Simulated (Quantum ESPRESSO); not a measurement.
# KBr (Fm-3m) in Quantum ESPRESSO: settings compared

One crystal, KBr, is run at these levels: LDA, PBE; tasks: phonons.

All numbers are computed with Quantum ESPRESSO 7.5; they aren't measurements. Logs are shortened: lines on timing, memory, paths and dates and some standing lists are left out, and cuts for length are marked.

**Experimental background.**

A printed reference work, monograph reports, for a bulk crystal of KBr: high-frequency dielectric constant 2.36.

The runs below are set against these values where they give the same quantity.

## (1) Starting point

It takes space group Fm-3m (No. 225, cubic). The conventional cell has a = 6.600 Å, b = 6.600 Å, c = 6.600 Å, α = 90.00°, β = 90.00°, γ = 90.00°. Around Br (site symmetry m-3m) lie 6 K at 3.30 Å. Around K (site symmetry m-3m) lie 6 Br at 3.30 Å.

## (2) Phonons, LDA

File pw.in:

```
&CONTROL
  calculation = 'scf'
  prefix = 'pwscf'
  outdir = './tmp'
  pseudo_dir = './pseudo'
  tprnfor = .true.
  tstress = .true.
  disk_io = 'low'
/
&SYSTEM
  ibrav = 0
  nat = 2
  ntyp = 2
  ecutwfc = 72
  nbnd = 14
  occupations = 'smearing'
  smearing = 'fd'
  degauss = 0.00367493
/
&ELECTRONS
  conv_thr = 4d-10
  electron_maxstep = 120
  mixing_beta = 0.5
/
ATOMIC_SPECIES
Br    79.9040 Br.upf
K     39.0983 K.upf
CELL_PARAMETERS angstrom
   0.0000000000    3.3000000000    3.3000000000
   3.3000000000    0.0000000000    3.3000000000
   3.3000000000    3.3000000000    0.0000000000
ATOMIC_POSITIONS crystal
Br     0.5000000000    0.5000000000    0.5000000000
K      0.0000000000    0.0000000000    0.0000000000
K_POINTS automatic
4 4 4 1 1 1
```

File relax.in:

```
&CONTROL
  calculation = 'vc-relax'
  prefix = 'pwscf'
  outdir = './tmp'
  pseudo_dir = './pseudo'
  tprnfor = .true.
  tstress = .true.
  disk_io = 'low'
  nstep = 40
  forc_conv_thr = 0.0001
  etot_conv_thr = 1d-06
/
&SYSTEM
  ibrav = 0
  nat = 2
  ntyp = 2
  ecutwfc = 72
  nbnd = 14
  occupations = 'smearing'
  smearing = 'fd'
  degauss = 0.00367493
/
&ELECTRONS
  conv_thr = 4d-10
  electron_maxstep = 120
  mixing_beta = 0.5
/
&IONS
  ion_dynamics = 'bfgs'
/
&CELL
  cell_dynamics = 'bfgs'
  press = 0
  press_conv_thr = 0.2
/
ATOMIC_SPECIES
Br    79.9040 Br.upf
K     39.0983 K.upf
CELL_PARAMETERS angstrom
   0.0000000000    3.3000000000    3.3000000000
   3.3000000000    0.0000000000    3.3000000000
   3.3000000000    3.3000000000    0.0000000000
ATOMIC_POSITIONS crystal
Br     0.5000000000    0.5000000000    0.5000000000
K      0.0000000000    0.0000000000    0.0000000000
K_POINTS automatic
4 4 4 1 1 1
```

File scf2.in:

```
&CONTROL
  calculation = 'scf'
  prefix = 'pwscf'
  outdir = './tmp'
  pseudo_dir = './pseudo'
  tprnfor = .true.
  tstress = .true.
  disk_io = 'low'
/
&SYSTEM
  ibrav = 0
  nat = 2
  ntyp = 2
  ecutwfc = 72
  nbnd = 14
  occupations = 'fixed'
/
&ELECTRONS
  conv_thr = 1d-13
  electron_maxstep = 120
  mixing_beta = 0.5
  startingpot = 'file'
  startingwfc = 'file'
/
ATOMIC_SPECIES
Br    79.9040 Br.upf
K     39.0983 K.upf
CELL_PARAMETERS angstrom
   0.0000000000    3.1849108740    3.1849108740
   3.1849108740    0.0000000000    3.1849108740
   3.1849108740    3.1849108740    0.0000000000
ATOMIC_POSITIONS crystal
Br     0.5000000000    0.5000000000    0.5000000000
K      0.0000000000    0.0000000000    0.0000000000
K_POINTS automatic
4 4 4 1 1 1
```

File ph.in:

```
phonons of KBr
&INPUTPH
  prefix = 'pwscf'
  outdir = './tmp'
  tr2_ph = 1d-18
  fildyn = 'dyn'
  niter_ph = 90
  alpha_mix(1) = 0.7
  epsil = .true.
/
0.0000000000 0.0000000000 0.0000000000
```

File dynmat.in:

```
&INPUT
  fildyn = 'dyn'
  asr = 'crystal'
  lperm = .true.
  filout = 'dynmat.disp'
  fileig = 'dynmat.eig'
/
```

File dynmat_lo.in:

```
&INPUT
  fildyn = 'dyn'
  asr = 'crystal'
  filout = 'dynmat_lo.disp'
  fileig = 'dynmat_lo.eig'
  q(1) = 0
  q(2) = 0
  q(3) = 1
/
```

Potentials or basis: PseudoDojo 0.4.1 SR LDA standard.

Started as:

```console
$ OMP_NUM_THREADS=1 mpirun -n 4 pw.x -nk 2 -in pw.in > pw.out
$ OMP_NUM_THREADS=1 mpirun -n 4 pw.x -nk 2 -in relax.in > relax.out
$ OMP_NUM_THREADS=1 mpirun -n 4 pw.x -nk 2 -in scf2.in > scf2.out
$ OMP_NUM_THREADS=1 mpirun -n 4 ph.x -nk 2 -in ph.in > ph.out
$ OMP_NUM_THREADS=1 mpirun -n 1 dynmat.x -in dynmat.in > dynmat.out
$ OMP_NUM_THREADS=1 mpirun -n 1 dynmat.x -in dynmat_lo.in > dynmat_lo.out
```

pw.out:

```text
This program is part of the open-source Quantum ESPRESSO suite
     for quantum simulation of materials; please cite
[... 6 lines left out ...]
     using ibrav=0 with symmetry is DISCOURAGED, use correct ibrav instead

     K-points division:     npool     =       2
     Subspace diagonalization in iterative solution of the eigenvalue problem:
     a serial algorithm will be used

     --------------------
     sticks:   dense  smooth     PW     G-vecs:    dense   smooth      PW
     Min         765     765    219                19977    19977    3091
     Max         766     766    220                19980    19980    3092
     Sum        1531    1531    439                39957    39957    6183

     Using Slab Decomposition

     bravais-lattice index     =            0
     lattice parameter (alat)  =       8.8192  a.u.
     unit-cell volume          =     485.0298 (a.u.)^3
     number of atoms/cell      =            2
     number of atomic types    =            2
     number of electrons       =        16.00
     number of Kohn-Sham states=           14
     kinetic-energy cutoff     =      72.0000  Ry
     charge density cutoff     =     288.0000  Ry
     scf convergence threshold =      4.0E-10
     mixing beta               =       0.5000
     number of iterations used =            8  plain     mixing
     Exchange-correlation= SLA  PW   NOGX NOGC
                           (   1   4   0   0   0   0   0)

     celldm(1)=   8.819172  celldm(2)=   0.000000  celldm(3)=   0.000000
     celldm(4)=   0.000000  celldm(5)=   0.000000  celldm(6)=   0.000000

     crystal axes: (cart. coord. in units of alat)
               a(1) = (   0.000000   0.707107   0.707107 )
               a(2) = (   0.707107   0.000000   0.707107 )
               a(3) = (   0.707107   0.707107   0.000000 )

     reciprocal axes: (cart. coord. in units 2 pi/alat)
               b(1) = ( -0.707107  0.707107  0.707107 )
               b(2) = (  0.707107 -0.707107  0.707107 )
               b(3) = (  0.707107  0.707107 -0.707107 )

     PseudoPot. # 1 for Br read from file:
     Br.upf
     Pseudo is Norm-conserving + core correction, Zval =  7.0
     Generated using ONCVPSP code by D. R. Hamann
     Using radial grid of 1084 points,  6 beta functions with:
                l(1) =   0
                l(2) =   0
                l(3) =   1
                l(4) =   1
                l(5) =   2
                l(6) =   2

     PseudoPot. # 2 for K  read from file:
     K.upf
     Pseudo is Norm-conserving + core correction, Zval =  9.0
     Generated using ONCVPSP code by D. R. Hamann
     Using radial grid of 2170 points,  6 beta functions with:
                l(1) =   0
                l(2) =   0
                l(3) =   1
                l(4) =   1
                l(5) =   2
                l(6) =   2

     atomic species   valence    mass     pseudopotential
     Br                7.00    79.90400     Br( 1.00)
     K                 9.00    39.09830     K ( 1.00)

     48 Sym. Ops., with inversion, found

   Cartesian axes

     site n.     atom                  positions (alat units)
         1        Br     tau(   1) = (   0.7071068   0.7071068   0.7071068  )
         2        K      tau(   2) = (   0.0000000   0.0000000   0.0000000  )

     number of k points=    10  Fermi-Dirac smearing, width (Ry)=  0.0037
                       cart. coord. in units 2pi/alat
        k(    1) = (   0.0883883   0.0883883   0.0883883), wk =   0.0625000
        k(    2) = (   0.2651650   0.2651650  -0.0883883), wk =   0.1875000
        k(    3) = (  -0.2651650  -0.2651650   0.4419417), wk =   0.1875000
        k(    4) = (  -0.0883883  -0.0883883   0.2651650), wk =   0.1875000
        k(    5) = (   0.4419417   0.0883883   0.0883883), wk =   0.1875000
        k(    6) = (  -0.0883883  -0.4419417   0.6187184), wk =   0.3750000
        k(    7) = (   0.0883883  -0.2651650   0.4419417), wk =   0.3750000
        k(    8) = (  -0.6187184   0.0883883   0.0883883), wk =   0.1875000
        k(    9) = (   0.2651650   0.2651650   0.2651650), wk =   0.0625000
        k(   10) = (  -0.2651650  -0.2651650   0.7954951), wk =   0.1875000

     Dense  grid:    39957 G-vectors     FFT dimensions: (  48,  48,  48)

     Initial potential from superposition of free atoms

     starting charge      15.9839, renormalised to      16.0000
     Starting wfcs are    9 randomized atomic wfcs +    5 random wfcs

     Self-consistent Calculation

     iteration #  1     ecut=    72.00 Ry     beta= 0.50
     Davidson diagonalization with overlap
     ethr =  1.00E-02,  avg # of iterations =  6.7

     Threshold (ethr) on eigenvalues was too large:
     Diagonalizing with lowered threshold

     Davidson diagonalization with overlap
     ethr =  2.58E-04,  avg # of iterations =  5.0

     total energy              =     -91.65545081 Ry
     estimated scf accuracy    <       0.03978197 Ry

     iteration #  2     ecut=    72.00 Ry     beta= 0.50
     Davidson diagonalization with overlap
     ethr =  2.49E-04,  avg # of iterations =  2.6
[... 29 lines left out ...]
     total energy              =     -91.66357848 Ry
     estimated scf accuracy    <       0.00000020 Ry

     iteration #  7     ecut=    72.00 Ry     beta= 0.50
     Davidson diagonalization with overlap
     ethr =  1.24E-09,  avg # of iterations =  2.0

     End of self-consistent calculation

          k = 0.0884 0.0884 0.0884 (  4987 PWs)   bands (ev):

   -26.6221 -11.5590 -10.2963 -10.2963 -10.2604   0.5910   0.7789   0.7789
     5.2750   8.0770   8.3797   8.3797   9.2678   9.2678

          k = 0.2652 0.2652-0.0884 (  4993 PWs)   bands (ev):

   -26.6186 -11.6261 -10.3158 -10.2968 -10.1527  -0.0472   0.5699   0.5746
     6.6557   7.9372   9.0562   9.5334   9.9017  10.4519

          k =-0.2652-0.2652 0.4419 (  5010 PWs)   bands (ev):

   -26.6166 -11.6540 -10.3125 -10.3065 -10.1109  -0.3163   0.4295   0.4911
     7.2177   8.5215   9.9390  10.2736  10.4394  10.6631

          k =-0.0884-0.0884 0.2652 (  4970 PWs)   bands (ev):

   -26.6201 -11.5909 -10.3060 -10.3034 -10.2044   0.1896   0.6661   0.6912
     6.0612   7.5827   9.0270   9.1029   9.5009   9.9541

          k = 0.4419 0.0884 0.0884 (  5006 PWs)   bands (ev):

   -26.6172 -11.5613 -10.3226 -10.3199 -10.2286  -0.0429   0.5354   0.5888
     6.9190   7.1363   9.8161  10.0653  10.2446  10.3616

          k =-0.0884-0.4419 0.6187 (  5016 PWs)   bands (ev):

   -26.6152 -11.5358 -10.3616 -10.3396 -10.2159   0.0342   0.2640   0.4247
     7.3813   8.3739   8.8998   9.8289  10.8159  11.0839

          k = 0.0884-0.2652 0.4419 (  5007 PWs)   bands (ev):

   -26.6166 -11.6055 -10.3321 -10.3113 -10.1624  -0.1408   0.4193   0.4925
     7.3359   7.8632   9.5268  10.0112  10.3421  10.7262

          k =-0.6187 0.0884 0.0884 (  4999 PWs)   bands (ev):

   -26.6153 -11.4791 -10.3723 -10.3298 -10.2984  -0.0067   0.4355   0.5292
     6.6549   7.8558   9.5755  10.1350  10.3839  11.1863

          k = 0.2652 0.2652 0.2652 (  5000 PWs)   bands (ev):

   -26.6177 -11.6654 -10.3007 -10.3007 -10.1054  -0.2703   0.5311   0.5311
     6.8594   8.4311   9.6645   9.6645  10.5232  10.5232

          k =-0.2652-0.2652 0.7955 (  5022 PWs)   bands (ev):

   -26.6158 -11.5959 -10.3497 -10.3107 -10.1634  -0.1275   0.2859   0.4725
     7.5596   8.4330   9.2531   9.9207  10.2283  11.2834

     the Fermi energy is     2.0570 ev

!    total energy              =     -91.66357852 Ry
     estimated scf accuracy    <          3.9E-10 Ry
     smearing contrib. (-TS)   =      -0.00000000 Ry
     internal energy E=F+TS    =     -91.66357852 Ry

     The total energy is F=E-TS. E is the sum of the following terms:
     one-electron contribution =     -29.22020872 Ry
     hartree contribution      =      19.17804083 Ry
     xc contribution           =     -22.82353547 Ry
     ewald contribution        =     -58.79787517 Ry

     convergence has been achieved in   7 iterations

     Forces acting on atoms (cartesian axes, Ry/au):

     atom    1 type  1   force =    -0.00000000   -0.00000000    0.00000000
     atom    2 type  2   force =     0.00000000    0.00000000    0.00000000

     Total force =     0.000000     Total SCF correction =     0.000000

     Computing stress (Cartesian axis) and pressure

          total   stress  (Ry/bohr**3)                   (kbar)     P=      -16.60
  -0.00011287  -0.00000000   0.00000000          -16.60       -0.00        0.00
   0.00000000  -0.00011287   0.00000000            0.00      -16.60        0.00
   0.00000000   0.00000000  -0.00011287            0.00        0.00      -16.60

=------------------------------------------------------------------------------=
   JOB DONE.
=------------------------------------------------------------------------------=
```

relax.out:

```text
This program is part of the open-source Quantum ESPRESSO suite
     for quantum simulation of materials; please cite
[... 6 lines left out ...]
     using ibrav=0 with symmetry is DISCOURAGED, use correct ibrav instead

     K-points division:     npool     =       2
[... 1590 lines left out ...]
  -0.00000032   0.00000000  -0.00000000           -0.05        0.00       -0.00
   0.00000000  -0.00000032  -0.00000000            0.00       -0.05       -0.00
  -0.00000000  -0.00000000  -0.00000032           -0.00       -0.00       -0.05

=------------------------------------------------------------------------------=
   JOB DONE.
=------------------------------------------------------------------------------=
```

scf2.out:

```text
This program is part of the open-source Quantum ESPRESSO suite
     for quantum simulation of materials; please cite
[... 6 lines left out ...]
     using ibrav=0 with symmetry is DISCOURAGED, use correct ibrav instead

     K-points division:     npool     =       2
[... 188 lines left out ...]
  -0.00000032   0.00000000   0.00000000           -0.05        0.00        0.00
   0.00000000  -0.00000032   0.00000000            0.00       -0.05        0.00
   0.00000000   0.00000000  -0.00000032            0.00        0.00       -0.05

=------------------------------------------------------------------------------=
   JOB DONE.
=------------------------------------------------------------------------------=
```

Run time: 55 s. Hardware: 4 MPI ranks of Intel Xeon 6975P-C (Granite Rapids), shared host; peak memory 0.28 GiB.

What came out:

| Property | Result |
| --- | --- |
| Free energy | -1247.1882 eV |
| Relaxed volume | 32.31 Å³/atom |
| Relaxed cell | a = 4.504 Å, b = 4.504 Å, c = 4.504 Å, α = 60.00°, β = 60.00°, γ = 60.00° |
| Space group after relaxing (to 0.05 Å) | Fm-3m (No. 225) |
| Pressure after relaxing | 0.0 GPa |
| Electronic dielectric tensor (diagonal) | 2.76 |
| Born charges (mean of the diagonal) | Br -1.10; K +1.10 e |
| Highest phonon frequency at Γ, LO-TO splitting left out | 130 cm⁻¹ |
| Static dielectric tensor (diagonal) | 4.84 |

Step by step:
| step | energy change (eV) | largest force (eV/Å) | pressure (GPa) | volume (Å³) |
| --- | --- | --- | --- | --- |
| 1 | 0.0000 | 0.0000 | -1.66 | 71.87 |
| 2 | -0.0061 | 0.0000 | -1.56 | 71.27 |
| 3 | -0.0145 | 0.0000 | -1.40 | 70.36 |
| 4 | -0.0251 | 0.0000 | -1.14 | 69.02 |
| 5 | -0.0364 | 0.0000 | -0.68 | 67.04 |
| 6 | -0.0417 | 0.0000 | 0.11 | 64.27 |
| 7 | -0.0418 | 0.0000 | -0.01 | 64.64 |
| 8 | -0.0418 | 0.0000 | 0.00 | 64.61 |

Final structure:
```cif
data_structure
_symmetry_space_group_name_H-M 'P 1'
_symmetry_Int_Tables_number 1
_cell_length_a 4.5041
_cell_length_b 4.5041
_cell_length_c 4.5041
_cell_angle_alpha 60.000
_cell_angle_beta 60.000
_cell_angle_gamma 60.000
_cell_volume 64.61
loop_
_atom_site_label
_atom_site_type_symbol
_atom_site_fract_x
_atom_site_fract_y
_atom_site_fract_z
_atom_site_occupancy
Br1 Br 0.50000 0.50000 0.50000 1
K1 K 0.00000 0.00000 0.00000 1
```

Levels at points of the mesh, in eV from the valence-band top:
```tsv
k point	band 6	band 7	band 8	band 9	band 10	band 11
(0.12, 0.12, 0.12)	-0.22	0.00	0.00	4.85	7.32	7.63
```

Phonon frequencies in cm⁻¹ (negative: imaginary):
| q point | frequencies |
| --- | --- |
| (0.000, 0.000, 0.000) | -1 -1 -1 130 130 130 |

Electronic dielectric tensor:
```
2.76 0.00 0.00
0.00 2.76 0.00
0.00 0.00 2.76
```

Born effective charge tensors (e):
atom 1, Br
```
-1.10  0.00  0.00
 0.00 -1.10  0.00
 0.00  0.00 -1.10
```
atom 2, K
```
1.10 0.00 0.00
0.00 1.10 0.00
0.00 0.00 1.10
```

Optical modes at Γ, degenerate ones joined, polar ones without the macroscopic field:
```csv
cm⁻¹,components,symmetry,active in,"IR intensity, summed ((D/Å)²/amu)"
130,3,T1u,IR,3.20
```

Zone-centre frequencies without and with the macroscopic field along z (cm⁻¹):
|  | optical modes in rising order |
| --- | --- |
| without | 130 130 130 |
| with the field | 130 130 172 |

Static dielectric tensor, electrons and zone-centre modes:
```
4.84 0.00 0.00
0.00 4.84 0.00
0.00 0.00 4.84
```

(Part 1 of 2 ends here.)
